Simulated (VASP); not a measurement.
A run of VASP 6.6.1 is set up as follows.

INCAR

```
SYSTEM = PtSe
PREC = Accurate
ENCUT = 520
EDIFF = 1E-6
ISMEAR = 0
SIGMA = 0.05
LREAL = .False.
LASPH = .True.
NELM = 80
ALGO = Normal
ISIF = 2
LWAVE = .False.
LCHARG = .True.
LMAXMIX = 4
LDAU = .True.
LDAUTYPE = 2
LDAUL = 2 -1
LDAUU = 4 0
LDAUJ = 0 0
LDAUPRINT = 1
METAGGA = R2SCAN
LMIXTAU = .True.
LELF = .True.
LVHAR = .True.
```

File KPOINTS:

```
regular mesh
0
Gamma
  5 5 5
  0 0 0
```

File POSCAR:

```
PtSe
1.0
    0.0000000000      3.0374472300      3.0374472300
    3.0374472300      0.0000000000      3.0374472300
    3.0374472300      3.0374472300      0.0000000000
Pt Se
1 1
Direct
    0.0000000000      0.0000000000      0.0000000000
    0.2500000000      0.2500000000      0.2500000000
```

Potentials or basis: VASP PAW PBE potentials, release 64 (Pt, Se).

Launch:

```bash
$ cat potpaw_PBE.64/Pt/POTCAR potpaw_PBE.64/Se/POTCAR > POTCAR
$ mpirun -np 1 vasp_std > vasp.out
```

Question: Predict the band gap on the k mesh.

Answer: None (metal or under the smearing width).

Question: What does it give for the pressure?

Answer: -14.1 GPa.

Eigenvalues of the final occupation matrices:
| site | spin | trace | eigenvalues |
| --- | --- | --- | --- |
| site 1 d | 1 | 4.22 | 0.81 0.81 0.81 0.90 0.90 |
| site 1 d | 2 | 4.22 | 0.81 0.81 0.81 0.90 0.90 |

Caveat: the PAW data sets were made with another functional, which shifts forces and pressure a little; U without spin polarisation on a metal has little footing. The run has no spin-orbit coupling, so splittings on Pt are missing.
